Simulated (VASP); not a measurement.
Crystal: Si.

```
Si
1.0
     3.58545    0.00000    0.00000
    -1.79272    3.10509    0.00000
     0.00000    0.00000    5.85545
Si
4
Direct
  0.00000 0.00000 0.50000
  0.00000 0.00000 0.00000
  0.33333 0.66667 0.75000
  0.66667 0.33333 0.25000
```

The cell was built by a generator and needn't be a form met in nature.

| Item | Value |
| --- | --- |
| Program | VASP 6.6.1 |
| Task | relaxation of cell and atoms |
| Functional | PBE |
| Potentials or basis | VASP PAW PBE potentials, release 64 (Si) |
| Cutoff | 600 eV |
| k mesh | 6 × 6 × 4 |
| Occupations | gaussian, width 0.1 eV |
| Spin | no spin polarisation |

At the start: pressure 0.5 GPa; volume 16.30 Å³/atom.

**Question.** Where does the relaxation end?

**Answer.** Over 5 steps the energy falls by 3.2 meV/atom; space group P6_3/mmc (No. 194, to 0.05 Å).

Step by step:
```csv
step,energy change (eV),largest force (eV/Å),pressure (GPa),volume (Å³)
1,0.0000,0.0000,0.46,65.19
2,-0.0110,0.0000,-0.34,65.62
3,-0.0118,0.0000,-0.54,65.73
4,-0.0119,0.0000,-0.61,65.77
5,-0.0127,0.0000,0.17,65.21
```

Final structure:
```
CELL_PARAMETERS angstrom
3.55527 0.00000 0.00000
-1.77763 3.07895 0.00000
0.00000 0.00000 5.95753
ATOMIC_POSITIONS crystal
Si 0.00000 0.00000 0.50000
Si 0.00000 0.00000 0.00000
Si 0.33333 0.66667 0.75000
Si 0.66667 0.33333 0.25000
```
